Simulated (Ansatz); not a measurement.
Sc:

```
Sc
1.0
     3.30900    0.00000    0.00000
    -1.65450    2.86568    0.00000
     0.00000    0.00000    5.27330
Sc
2
Cartesian
  1.6545 0.9552 3.9550
  0.0000 1.9105 1.3183
```

Base run:

| Quantity | Value |
| --- | --- |
| Program | Ansatz 0.2.0 |
| Functional | PBE |
| Potentials or basis | Ansatz PAW |
| Cutoff | 420 eV (not typed: the program's choice for these potentials) |
| k mesh | 9 × 9 × 5 |
| Occupations | gaussian, width 0.1 eV |
| Spin | no spin polarisation |

Its results: band gap on the k mesh none (metal or under the smearing width); pressure -0.7 GPa.

Task: The run is repeated on the same cell with these changes: functional from PBE to PBEsol; occupations from gaussian, width 0.1 eV to gaussian, width 0.02 eV. What comes out?

Result: Band gap on the k mesh none (metal or under the smearing width); pressure -2.8 GPa.

Caveats: the PAW data sets come from PBE, with cores solved anew for the run's functional, which leaves a small shift of forces and pressure (some runs).
